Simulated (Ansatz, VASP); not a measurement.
## Two plane-wave programs on BaTe

```
Ba Te
1.0
     0.00000    3.43747    3.43747
     3.43747    0.00000    3.43747
     3.43747    3.43747    0.00000
Ba Te
1 1
Direct
  0.00000 0.00000 0.00000
  0.50000 0.50000 0.50000
```

Alike in both runs: functional PBEsol; k mesh 6 × 6 × 6; no spin polarisation.

Ansatz relaxed the structure, and its values are those at the end. VASP's run is a single point on that final structure, the one shown.

|  | VASP | Ansatz |
| --- | --- | --- |
| version | VASP 6.6.1 | Ansatz 0.2.0 |
| potentials or method | VASP PAW PBE potentials, release 64 (Ba_sv, Te) | PAW with Ansatz's default frozen-core files, scalar-relativistic |
| plane-wave cutoff (eV) | 520 | 420 |
| occupations | gaussian, width 0.01 eV | fixed |
| valence electrons in the cell | 16 | 26 |

VASP gave:

| Item | Value |
| --- | --- |
| pressure (GPa) | 1.4 |

**Question.** What did Ansatz give for the same quantities?

**Answer.** Pressure (GPa): 1.0.

The two sets of potentials don't hold the same shells in valence.

Caveats: the PAW data sets were made with another functional, which shifts forces and pressure a little (VASP). A k mesh can miss the band edges.
